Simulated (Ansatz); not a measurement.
ZrC:

```
CELL_PARAMETERS angstrom
3.39148 0.00000 0.00000
-1.69574 2.93710 0.00000
0.00000 0.00000 5.29005
ATOMIC_POSITIONS crystal
Zr 0.66667 0.33333 0.75000
Zr 0.33333 0.66667 0.25000
C 0.00000 0.00000 0.50000
C 0.00000 0.00000 0.00000
```

The cell comes from a database or a generator and needn't be the stable form of this composition.

Base run:

- Program: Ansatz 0.2.0
- Functional: revPBE
- Potentials or basis: Ansatz PAW
- Cutoff: 420 eV (not typed: the program's choice for these potentials)
- k mesh: 7 × 7 × 4
- Occupations: fermi-dirac, width 0.05 eV
- Spin: no spin polarisation

Its results: band gap on the k mesh none (metal or under the smearing width); pressure 0.0 GPa.

Task: The run is repeated on the same cell with these changes: functional from revPBE to PBEsol. What comes out?

Result: Band gap on the k mesh none (metal or under the smearing width); pressure -7.9 GPa.

PBEsol binds more tightly than revPBE, so the same cell stands under less pressure.

Caveats: the PAW data sets come from PBE, with cores solved anew for the run's functional, which leaves a small shift of forces and pressure.
